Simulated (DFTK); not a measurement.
**SnSe: equation of state with BLYP**

Crystal: SnSe.

```
Sn Se
1.0
     4.25678    0.00000    0.00000
     2.12839    3.68648    0.00000
     2.12839    1.22883    3.47565
Sn Se
1 1
Direct
  0.00000 0.00000 0.00000
  0.50000 0.50000 0.50000
```

Measurements of this composition are mostly on another form, of space group No. 62.

```
Program             : DFTK 0.8.2
Task                : equation of state
Functional          : BLYP
Potentials or basis : cp2k.nc.sr.pbe.v0_1.semicore.gth (PBE, GTH)
Cutoff              : 599 eV
k mesh              : 7 × 7 × 7
Occupations         : fermi-dirac, width 0.05 eV
Spin                : no spin polarisation
```

| Property | Result |
| --- | --- |
| Equilibrium volume | 30.20 Å³/atom (rough: see the caveat) |
| Bulk modulus | 39 GPa (rough) |

Energy against volume, from the lowest point:
```tsv
volume (Å³/atom)	energy (meV/atom)
25.635	105.38
26.180	76.92
26.725	53.38
27.271	34.32
27.816	19.31
28.362	8.00
28.907	0.00
```

It took 2.9 min on 1 thread of Intel(R) Xeon(R) Platinum 8488C (Sapphire Rapids), on a shared host, peak memory 1.6 GiB.

Caveat: the minimum lies outside the volumes run; GTH potentials come without recommended cutoffs, and this one wasn't checked for convergence; the potentials were made for another functional, which shifts forces and pressure.
